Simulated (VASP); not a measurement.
# CuO (Tenorite) (C2/c) in VASP: a series of runs

One crystal, CuO (Tenorite), is run at these levels: PBE; tasks: phonons, elastic constants.

Program: VASP 6.6.1. These are calculated values, not measurements. Logs are shortened: lines on timing, memory, paths and dates and some standing lists are left out, and cuts for length are marked.

## Step 1: Starting point

It takes space group C2/c (No. 15, monoclinic). The conventional cell has a = 4.684 Å, b = 3.423 Å, c = 5.129 Å, α = 90.00°, β = 99.54°, γ = 90.00°. Cu (site symmetry -1) is surrounded by 4 O at 1.95 to 1.96 Å. Around O (site symmetry 2) lie 4 Cu at 1.95 to 1.96 Å.

## Step 2: Phonons, PBE

Contents of POSCAR:

```
CuO
1.0
    2.3418500000     -1.7113000000      0.0000000000
    2.3418500000      1.7113000000      0.0000000000
   -0.8500274268      0.0000000000      5.0578693947
Cu O
2 2
Direct
    0.5000000000      0.0000000000      0.5000000000
    0.0000000000      0.5000000000      0.0000000000
    0.4184000000      0.5816000000      0.7500000000
    0.5816000000      0.4184000000      0.2500000000
```

Contents of INCAR.step1:

```
SYSTEM = CuO
  PREC = Accurate
  ENCUT = 600
  EDIFF = 1E-8
  ISMEAR = 0
  SIGMA = 0.02
  LREAL = .False.
  LASPH = .True.
  NELM = 60
  ALGO = Normal
  ISIF = 3
  LWAVE = .False.
  LCHARG = .False.
  GGA = PE
  IBRION = 2
  NSW = 40
  EDIFFG = -0.002
```

Contents of INCAR.step2:

```
SYSTEM = CuO
  PREC = Accurate
  ENCUT = 600
  EDIFF = 1E-8
  ISMEAR = 0
  SIGMA = 0.02
  LREAL = .False.
  LASPH = .True.
  NELM = 60
  ALGO = Normal
  ISIF = 2
  LWAVE = .False.
  LCHARG = .False.
  GGA = PE
  IBRION = 6
  NFREE = 2
  POTIM = 0.015
  NSW = 1
```

Contents of KPOINTS:

```
Automatic mesh
0
Gamma
  7 7 4
  0 0 0
```

Potentials or basis: VASP PAW PBE potentials, release 64 (Cu, O).

The run is started by

```
$ cat potpaw_PBE.64/Cu/POTCAR potpaw_PBE.64/O/POTCAR > POTCAR
$ cp INCAR.step1 INCAR
$ mpirun -np 1 vasp_std > vasp.out
$ cp CONTCAR POSCAR
$ cp INCAR.step2 INCAR
$ mpirun -np 1 vasp_std > vasp.out
```

OUTCAR:

```text
SYSTEM = CuO
   PREC = Accurate
   ENCUT = 600
   EDIFF = 1E-8
   ISMEAR = 0
   LREAL = .False.
   LASPH = .True.
   NELM = 60
   ISIF = 2
   GGA = PE
   IBRION = 6
   NFREE = 2
   POTIM = 0.015
   NSW = 1

 ion  position               nearest neighbor table
   1  0.500  0.000  0.500-   3 1.96   4 1.96   4 1.96   3 1.96
   2  0.000  0.500  0.000-   4 1.96   3 1.96   4 1.96   3 1.96
   3  0.499  0.501  0.750-   2 1.96   1 1.96   2 1.96   1 1.96
   4  0.501  0.499  0.250-   1 1.96   2 1.96   2 1.96   1 1.96

  LATTYP: Found a base centered monoclinic cell.
 ALAT       =     4.2681584414
 B/A-ratio  =     0.9506179734
 C/A-ratio  =     1.2114711771
 COS(beta)  =    -0.0045593790

  Lattice vectors:

 A1 = (   2.1277488924,  -2.0286940638,   0.1642521578)
 A2 = (   2.1277488924,   2.0286940638,   0.1642521578)
 A3 = (  -0.4214748547,   0.0000000000,   5.1535448130)

Analysis of symmetry for initial positions (statically):
=====================================================================
 Subroutine PRICEL returns:
 Original cell was already a primitive cell.

 Routine SETGRP: Setting up the symmetry group for a
 base centered monoclinic supercell.

 Subroutine GETGRP returns: Found  4 space group operations
 (whereof  2 operations were pure point group operations)
 out of a pool of  4 trial point group operations.

The static configuration has the point symmetry S_2 .
 The point group associated with its full space group is C_2h.

Analysis of symmetry for dynamics (positions and initial velocities):
=====================================================================
 Subroutine PRICEL returns:
 Original cell was already a primitive cell.

 Routine SETGRP: Setting up the symmetry group for a
 base centered monoclinic supercell.

 Subroutine GETGRP returns: Found  4 space group operations
 (whereof  2 operations were pure point group operations)
 out of a pool of  4 trial point group operations.

The dynamic configuration has the point symmetry S_2 .
 The point group associated with its full space group is C_2h.

 Subroutine INISYM returns: Found  4 space group operations
 (whereof  2 operations are pure point group operations),
 and found     1 'primitive' translations

----------------------------------------------------------------------------------------

                                     Primitive cell

  volume of cell :      44.7720

  direct lattice vectors                    reciprocal lattice vectors
     2.127748892 -2.028694064  0.164252158     0.233515880 -0.246463974  0.019097742
     2.127748892  2.028694064  0.164252158     0.233515880  0.246463974  0.019097742
    -0.421474855  0.000000000  5.153544813    -0.014885089  0.000000000  0.192823842

  length of vectors
     2.944468326  2.944468326  5.170750931     0.340057172  0.340057172  0.193397518

  position of ions in fractional coordinates (direct lattice)
     0.500000000  1.000000000  0.500000000
     1.000000000  0.500000000  0.000000000
     0.498779436  0.501220564  0.750000000
     0.501220564  0.498779436  0.250000000

  ion indices of the primitive-cell ions
   primitive index   ion index
                 1           1
                 2           2
                 3           3
                 4           4

----------------------------------------------------------------------------------------
[... 84 lines left out ...]
   EFERMI =   0.00;   METHOD = LEGACY
   ISMEAR =     0;   SIGMA  =   0.02  broadening in eV -4-tet -1-fermi 0-gaus
   EFERMI_NEDOS =   21; number of points for ismear=-14 and -15
   IALGO  =     38    algorithm
   IMIX   =      4    mixing-type and parameters
     AMIX     =   0.40;   BMIX     =  1.00
     AMIX_MAG =   1.60;   BMIX_MAG =  1.00
  volume/ion in A,a.u.               =      11.19        75.53
  Fermi-wavevector in a.u.,A,eV,Ry     =   1.493593  2.822482 30.352168  2.230821
  Thomas-Fermi vector in A             =   2.605974
   LORBIT       =      0    0 simple, 1 ext, 2 COOP (PROOUT), +10 PAW based schemes
   GGA     = PE    functional components
   LHFCALC =     F    Hartree Fock is set to
   AEXX    =    0.0000 exact exchange contribution
   IVDW    =     0    specifies the selected vdW correction
   LEPSILON=     F    determine dielectric tensor
   LRPA    =     F    only Hartree local field effects (RPA)
 finite differences with symmetry
 non-spin polarized calculation
 Gauss-broadening in eV      SIGMA  =   0.02
  energy-cutoff  :      600.00
  volume of cell :       44.77
 maximum number of plane-waves:      1514
   NGX = 11   NGY = 11   NGZ = 21

--------------------------------------- Ionic step        1  -------------------------------------------

 number of electron      34.0000018 magnetization

 Free energy of the ion-electron system (eV)
  ---------------------------------------------------
  ext. energy  EPLUGINS =         0.00000000
  ---------------------------------------------------
  free energy    TOTEN  =       -19.74324654 eV

  energy without entropy =      -19.74291947  energy(sigma->0) =      -19.74308301

------------------------ aborting loop because EDIFF is reached ----------------------------------------

  FORCE on cell =-STRESS in cart. coord.  units (eV):
  Direction    XX          YY          ZZ          XY          YZ          ZX
  --------------------------------------------------------------------------------------
  -------------------------------------------------------------------------------------
  Total       -0.0048688      0.2063240      0.0164623      0.0000000      0.0000000      0.0169007
  in kB       -0.1742315      7.3833613      0.5891087      0.0000000      0.0000000      0.6047947
  external PRESSURE =       2.5994128 kB  Pullay stress =       0.0000000 kB
[... 95 lines left out ...]
  FREE ENERGIE OF THE ION-ELECTRON SYSTEM (eV)
  ---------------------------------------------------
  free  energy   TOTEN  =       -19.7421481629 eV

  energy  without entropy=      -19.7418201912  energy(sigma->0) =      -19.74198418

[... ionic steps 4 to 10 ...]

--------------------------------------- Ionic step       11  -------------------------------------------

 number of electron      34.0000019 magnetization

------------------------ aborting loop because EDIFF is reached ----------------------------------------
[... 71 lines left out ...]
--------------------------------------- Ionic step       13  -------------------------------------------

 number of electron      34.0000020 magnetization

 Free energy of the ion-electron system (eV)
  ---------------------------------------------------
  ext. energy  EPLUGINS =         0.00000000
  ---------------------------------------------------
  free energy    TOTEN  =       -19.74178428 eV

  energy without entropy =      -19.74143025  energy(sigma->0) =      -19.74160726

 E-fermi :   4.7659     XC(G=0): -11.2619

 val. band max:        4.7567033214   @ k =  -0.0000   0.1429  -0.2500
 cond. band min:       4.7673175024   @ k =  -0.1429   0.2857  -0.5000
 fundamental gap:      0.0106141809
 Fermi energy:         4.7659321916

 k-point     1 :       0.0000    0.0000    0.0000
  band No.  band energies     occupation
      1     -14.9366      2.00000
      2     -13.6629      2.00000
      3      -3.2300      2.00000
      4      -0.6396      2.00000
      5      -0.5085      2.00000
      6       1.0992      2.00000
[... 565 lines left out ...]
     20      10.1043      0.00000
     21      13.9204      0.00000

 [... further k-points ...]

------------------------ aborting loop because EDIFF is reached ----------------------------------------

  FORCE on cell =-STRESS in cart. coord.  units (eV):
  Direction    XX          YY          ZZ          XY          YZ          ZX
  --------------------------------------------------------------------------------------
  -------------------------------------------------------------------------------------
  Total       -0.0009662      0.2088746      0.0214049      0.0509913      0.0121505      0.0172375
  in kB       -0.0345753      7.4746344      0.7659804      1.8247374      0.4348097      0.6168505
  external PRESSURE =       2.7353465 kB  Pullay stress =       0.0000000 kB
[... 19 lines left out ...]
  FREE ENERGIE OF THE ION-ELECTRON SYSTEM (eV)
  ---------------------------------------------------
  free  energy   TOTEN  =       -19.7417842822 eV

  energy  without entropy=      -19.7414302461  energy(sigma->0) =      -19.74160726

 INTERNAL STRAIN TENSORS FROM DISPLACED ATOMS
 ============================================

 INTERNAL STRAIN TENSOR FOR ION    1 for displacements in x,y,z  (eV/Angst):
          X           Y           Z          XY          YZ          ZX
  --------------------------------------------------------------------------------
  x     0.00000     0.00000     0.00000     0.00000     0.00000     0.00000
  y     0.00000     0.00000     0.00000     0.00000     0.00000     0.00000
  z     0.00000     0.00000     0.00000     0.00000     0.00000     0.00000

 INTERNAL STRAIN TENSOR FOR ION    4 for displacements in x,y,z  (eV/Angst):
          X           Y           Z          XY          YZ          ZX
  --------------------------------------------------------------------------------
  x     0.00000     0.00000     0.00000    -0.66131     5.31782     0.00000
  y    -0.77025     0.12937     1.03247     0.00000     0.00000     5.33823
  z     0.00000     0.00000     0.00000     3.40032     0.81003     0.00000

 Eigenvectors and eigenvalues of the dynamical matrix
 ----------------------------------------------------

   1 f  =   15.034689 THz    94.465737 2PiTHz  501.503246 cm-1    62.178450 meV
             X         Y         Z           dx          dy          dz
      0.853137 -1.014347  2.658898    -0.000000   -0.000000   -0.000000
      1.063874  1.014347  0.082126    -0.000000    0.000000   -0.000000
      1.811643  0.004952  4.029411     0.056154    0.000000   -0.704874
      2.022380 -0.004952  1.452638    -0.056154   -0.000000    0.704874
[... 71 lines left out ...]
  12 f/i=    0.014229 THz     0.089400 2PiTHz    0.474612 cm-1     0.058844 meV
             X         Y         Z           dx          dy          dz
      0.853137 -1.014347  2.658898     0.624855    0.000900    0.092132
      1.063874  1.014347  0.082126     0.624855   -0.000900    0.092132
      1.811643  0.004952  4.029411     0.314521   -0.000000    0.046292
      2.022380 -0.004952  1.452638     0.314521   -0.000000    0.046292

 ELASTIC MODULI CONTR FROM IONIC RELAXATION (kBar)
 Direction    XX          YY          ZZ          XY          YZ          ZX
 --------------------------------------------------------------------------------
 XX          -8.3780      1.4071     11.2302     -0.0000     -0.0000     58.0642
 YY           1.4071     -0.2363     -1.8862      0.0000      0.0000     -9.7521
 ZZ          11.2302     -1.8862    -15.0534      0.0000      0.0000    -77.8311
 XY          -0.0000      0.0000      0.0000    -59.3617     21.9741      0.0000
 YZ          -0.0000      0.0000      0.0000     21.9741   -392.0472      0.0000
 ZX          58.0642     -9.7521    -77.8311      0.0000      0.0000   -402.4144
 --------------------------------------------------------------------------------
```

Wall time 14 min (1 thread of Intel Xeon 6975P-C (Granite Rapids), shared host); peak memory 0.35 GiB.

Results:

* Relaxed volume: 11.19 Å³/atom
* Relaxed cell: a = 2.944 Å, b = 2.944 Å, c = 5.171 Å, α = 90.19°, β = 90.19°, γ = 87.10°
* Space group after relaxing (to 0.05 Å): Cccm (No. 66)
* Highest phonon frequency at Γ, LO-TO splitting left out: 502 cm⁻¹

The path:
| step | energy change (eV) | largest force (eV/Å) | pressure (GPa) | volume (Å³) |
| --- | --- | --- | --- | --- |
| 1 | 0.0000 | 0.2531 | 6.34 | 40.54 |
| 2 | -0.0318 | 0.3436 | -2.92 | 42.94 |
| 3 | -0.0364 | 0.3190 | -0.67 | 42.28 |
| 4 | -0.0535 | 0.2589 | -0.48 | 42.47 |
| 5 | -0.0854 | 0.0553 | 0.26 | 43.00 |
| 6 | -0.0451 | 0.4547 | 2.56 | 43.97 |
| 7 | -0.0889 | 0.0661 | 0.81 | 43.23 |
| 8 | -0.1027 | 0.0437 | 0.31 | 43.55 |
| 9 | -0.1343 | 0.0006 | -1.15 | 44.49 |
| 10 | -0.1557 | 0.0276 | -4.11 | 46.21 |
| 11 | -0.1551 | 0.0195 | -3.09 | 45.67 |
| 12 | -0.1787 | 0.0224 | -1.08 | 45.14 |
| 13 | -0.1891 | 0.0289 | 0.92 | 44.62 |
| 14 | -0.1901 | 0.0380 | 1.84 | 44.38 |
| 15 | -0.2000 | 0.0664 | 0.30 | 44.71 |
| 16 | -0.2005 | 0.0717 | -0.15 | 44.80 |
| 17 | -0.2005 | 0.0714 | -0.11 | 44.79 |
| 18 | -0.2012 | 0.0490 | -0.01 | 44.76 |
| 19 | -0.2017 | 0.0067 | 0.17 | 44.68 |
| 20 | -0.2022 | 0.0045 | -0.07 | 44.76 |
| 21 | -0.2028 | 0.0018 | -0.67 | 44.94 |
| 22 | -0.2030 | 0.0017 | -0.60 | 44.92 |
| 23 | -0.2035 | 0.0011 | -0.41 | 44.88 |
| 24 | -0.2039 | 0.0010 | -0.05 | 44.78 |
| 25 | -0.2039 | 0.0012 | 0.00 | 44.77 |
| 26 | -0.2039 | 0.0012 | -0.02 | 44.78 |
| 27 | -0.2039 | 0.0016 | -0.02 | 44.78 |
| 28 | -0.2039 | 0.0025 | 0.00 | 44.77 |
| 29 | -0.2039 | 0.0043 | 0.05 | 44.76 |
| 30 | -0.2039 | 0.0038 | 0.04 | 44.76 |
| 31 | -0.2039 | 0.0040 | 0.01 | 44.77 |
| 32 | -0.2039 | 0.0043 | -0.02 | 44.78 |
| 33 | -0.2039 | 0.0039 | -0.02 | 44.78 |
| 34 | -0.2039 | 0.0027 | 0.00 | 44.77 |
| 35 | -0.2039 | 0.0004 | 0.04 | 44.76 |
| 36 | -0.2039 | 0.0014 | 0.03 | 44.77 |
| 37 | -0.2039 | 0.0012 | 0.02 | 44.77 |

Final structure:
```
Cu O
1.0
     2.12775   -2.02869    0.16425
     2.12775    2.02869    0.16425
    -0.42147    0.00000    5.15354
Cu O
2 2
Direct
  0.50000 0.00000 0.50000
  0.00000 0.50000 0.00000
  0.49878 0.50122 0.75000
  0.50122 0.49878 0.25000
```

Phonon frequencies in cm⁻¹ (negative: imaginary):
```
              q point                                frequencies
(0.000, 0.000, 0.000)  0 0 0 170 172 284 293 299 445 457 489 502
```

Caveat: the run has no spin polarisation, though such a crystal can be magnetic.

## Step 3: Elastic constants, PBE

POSCAR is that of step 2.

Contents of INCAR.step1:

```
SYSTEM = CuO
  ALGO = Normal
  EDIFF = 1E-8
  EDIFFG = -0.002
  ENCUT = 600
  GGA = PE
  IBRION = 2
  ISIF = 3
  ISMEAR = 0
  LASPH = .True.
  LCHARG = .False.
  LREAL = .False.
  LWAVE = .False.
  NELM = 60
  NSW = 40
  PREC = Accurate
  SIGMA = 0.02
```

Contents of INCAR.step2:

```
SYSTEM = CuO
  ALGO = Normal
  EDIFF = 1E-8
  ENCUT = 600
  GGA = PE
  IBRION = 6
  ISIF = 3
  ISMEAR = 0
  LASPH = .True.
  LCHARG = .False.
  LREAL = .False.
  LWAVE = .False.
  NELM = 60
  NFREE = 2
  NSW = 1
  POTIM = 0.015
  PREC = Accurate
  SIGMA = 0.02
```

Contents of KPOINTS:

```
k-points
0
Gamma
  5 5 3
  0 0 0
```

Potentials or basis: VASP PAW PBE potentials, release 64 (Cu, O).

The run is started by

```
$ cat potpaw_PBE.64/Cu/POTCAR potpaw_PBE.64/O/POTCAR > POTCAR
$ cp INCAR.step1 INCAR
$ mpirun -np 1 vasp_std > vasp.out
$ cp CONTCAR POSCAR
$ cp INCAR.step2 INCAR
$ mpirun -np 1 vasp_std > vasp.out
```

It took 9.4 min on 1 thread of Intel Xeon 6975P-C (Granite Rapids), shared host; peak memory 0.23 GiB.

It converged, with:

```
Relaxed volume                                          : 11.16 Å³/atom
Relaxed cell                                            : a = 2.938 Å, b = 2.938 Å, c = 5.181 Å, α = 90.78°, β = 90.78°, γ = 87.28°
Space group after relaxing (to 0.05 Å)                  : C2/c (No. 15)
Voigt bulk modulus                                      : 151 GPa
Highest phonon frequency at Γ, LO-TO splitting left out : 514 cm⁻¹
```

The path:
| step | energy change (eV) | largest force (eV/Å) | pressure (GPa) | volume (Å³) |
| --- | --- | --- | --- | --- |
| 1 | 0.0000 | 0.2117 | 6.26 | 40.54 |
| 2 | -0.0273 | 0.3052 | -3.05 | 42.91 |
| 3 | -0.0334 | 0.2753 | -0.46 | 42.17 |
| 4 | -0.0454 | 0.2200 | -0.29 | 42.31 |
| 5 | -0.0688 | 0.0450 | 0.36 | 42.71 |
| 6 | -0.0568 | 0.3939 | 2.37 | 43.46 |
| 7 | -0.0744 | 0.0933 | 1.01 | 42.98 |
| 8 | -0.0825 | 0.0847 | 0.76 | 43.16 |
| 9 | -0.1048 | 0.0759 | -0.01 | 43.71 |
| 10 | -0.1349 | 0.0791 | -1.50 | 44.76 |
| 11 | -0.1271 | 0.1571 | -4.65 | 46.66 |
| 12 | -0.1422 | 0.1158 | -2.32 | 45.37 |
| 13 | -0.1703 | 0.0701 | -0.66 | 44.92 |
| 14 | -0.1866 | 0.0067 | 1.47 | 44.35 |
| 15 | -0.1875 | 0.0451 | 2.40 | 44.11 |
| 16 | -0.1972 | 0.1377 | -0.66 | 44.83 |
| 17 | -0.1978 | 0.1227 | -0.06 | 44.68 |
| 18 | -0.2000 | 0.0719 | -0.16 | 44.67 |
| 19 | -0.2007 | 0.0243 | -0.24 | 44.66 |
| 20 | -0.2012 | 0.0176 | 0.27 | 44.52 |
| 21 | -0.2013 | 0.0150 | 0.48 | 44.47 |
| 22 | -0.2016 | 0.0160 | 0.46 | 44.48 |
| 23 | -0.2023 | 0.0188 | 0.36 | 44.51 |
| 24 | -0.2031 | 0.0244 | 0.14 | 44.58 |
| 25 | -0.2031 | 0.0266 | 0.06 | 44.60 |
| 26 | -0.2033 | 0.0155 | -0.02 | 44.64 |
| 27 | -0.2034 | 0.0024 | -0.11 | 44.69 |
| 28 | -0.2034 | 0.0037 | -0.11 | 44.68 |
| 29 | -0.2034 | 0.0008 | 0.12 | 44.63 |
| 30 | -0.2034 | 0.0017 | 0.03 | 44.65 |
| 31 | -0.2034 | 0.0026 | 0.02 | 44.65 |
| 32 | -0.2034 | 0.0048 | 0.02 | 44.66 |
| 33 | -0.2034 | 0.0092 | 0.02 | 44.66 |
| 34 | -0.2034 | 0.0074 | 0.01 | 44.66 |
| 35 | -0.2034 | 0.0034 | 0.00 | 44.67 |
| 36 | -0.2034 | 0.0006 | -0.04 | 44.67 |
| 37 | -0.2034 | 0.0011 | -0.04 | 44.67 |
| 38 | -0.2034 | 0.0020 | 0.06 | 44.64 |
| 39 | -0.2035 | 0.0002 | 0.00 | 44.66 |

Final structure:
```cif
data_structure
_symmetry_space_group_name_H-M 'P 1'
_symmetry_Int_Tables_number 1
_cell_length_a 2.9379
_cell_length_b 2.9379
_cell_length_c 5.1810
_cell_angle_alpha 90.781
_cell_angle_beta 90.781
_cell_angle_gamma 87.277
_cell_volume 44.66
loop_
_atom_site_label
_atom_site_type_symbol
_atom_site_fract_x
_atom_site_fract_y
_atom_site_fract_z
_atom_site_occupancy
Cu1 Cu 0.50000 0.00000 0.50000 1
Cu2 Cu 0.00000 0.50000 0.00000 1
O1 O 0.49424 0.50576 0.75000 1
O2 O 0.50576 0.49424 0.25000 1
```

Phonon frequencies in cm⁻¹ (negative: imaginary):
```
              q point                                frequencies
(0.000, 0.000, 0.000)  0 0 0 170 172 279 284 294 460 467 501 514
```

Elastic tensor in Voigt notation (GPa, in the Cartesian axes of the cell as first typed):
```
154 128 126   0  -4   0
128 134 118   0  -3   0
126 118 329   0 -21   0
  0   0   0  -1   0   2
 -4  -3 -21   0  18   0
  0   0   0   2   0  68
```

Clamped-ion elastic tensor (GPa):
```
154 128 125   0  -9   0
128 134 119   0   0   0
125 119 333   0 -10   0
  0   0   0  52   0   4
 -9   0 -10   0  56   0
  0   0   0   4   0  78
```

Caveat: the k mesh is coarse (spacing up to 0.46 Å⁻¹), so the values aren't converged; the elastic tensor has a negative eigenvalue, so either the cell is unstable as it stands or the mesh is too thin; the run has no spin polarisation, though such a crystal can be magnetic.
